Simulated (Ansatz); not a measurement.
# Sn: band structure with PBEsol

The system is Sn.

```
Sn
1.0
     0.00000    3.23334    3.23334
     3.23334    0.00000    3.23334
     3.23334    3.23334    0.00000
Sn
2
Direct
  0.75000 0.75000 0.75000
  0.50000 0.50000 0.50000
```

This isn't the form of Sn at room conditions, which is tetragonal (white tin).

```json
{
 "Program": "Ansatz 0.2.0",
 "Task": "band structure",
 "Functional": "PBEsol",
 "Potentials or basis": "Ansatz PAW",
 "Cutoff": "420 eV (not typed: the program's choice for these potentials)",
 "k mesh": "7 × 7 × 7",
 "Occupations": "fermi-dirac, width 0.05 eV",
 "Spin": "no spin polarisation",
 "Path": "[[\"G\", \"X\", \"W\", \"K\", \"G\", \"L\", \"U\", \"W\", \"L\", \"K\"], [\"U\", \"X\"]]",
 "Points for each segment of the path": "14"
}
```

```
Pressure               : 1.5 GPa
Band gap on the k mesh : none (metal or under the smearing width)
```

Levels at the corners of the path, in eV from the Fermi level:
```
point  band 12  band 13  band 14  band 15  band 16  band 17
    Γ    -0.56     0.15     0.15     0.15     2.21     2.21
    X    -7.51    -2.44    -2.44     0.81     0.81     7.84
    W    -7.45    -3.05    -3.05     3.49     3.49     4.04
    K    -7.02    -3.38    -2.08     1.10     3.40     5.83
    Γ    -0.56     0.15     0.15     0.15     2.21     2.21
    L    -6.30    -1.08    -1.08     0.02     3.28     3.28
    U    -7.02    -3.38    -2.08     1.10     3.40     5.83
    W    -7.45    -3.05    -3.05     3.49     3.49     4.04
    L    -6.30    -1.08    -1.08     0.02     3.28     3.28
    K    -7.02    -3.38    -2.08     1.10     3.40     5.83
    U    -7.02    -3.38    -2.08     1.10     3.40     5.83
    X    -7.51    -2.44    -2.44     0.81     0.81     7.84
```

It took 3 s on 2 threads of Intel(R) Xeon(R) Platinum 8259CL CPU @ 2.50GHz (Skylake/Cascade Lake), with other jobs on the host, peak memory 0.42 GiB.

Caveat: spin-orbit coupling is left out, which moves the levels of the heavy elements; the PAW data sets come from PBE, with cores solved anew for the run's functional, which leaves a small shift of forces and pressure.
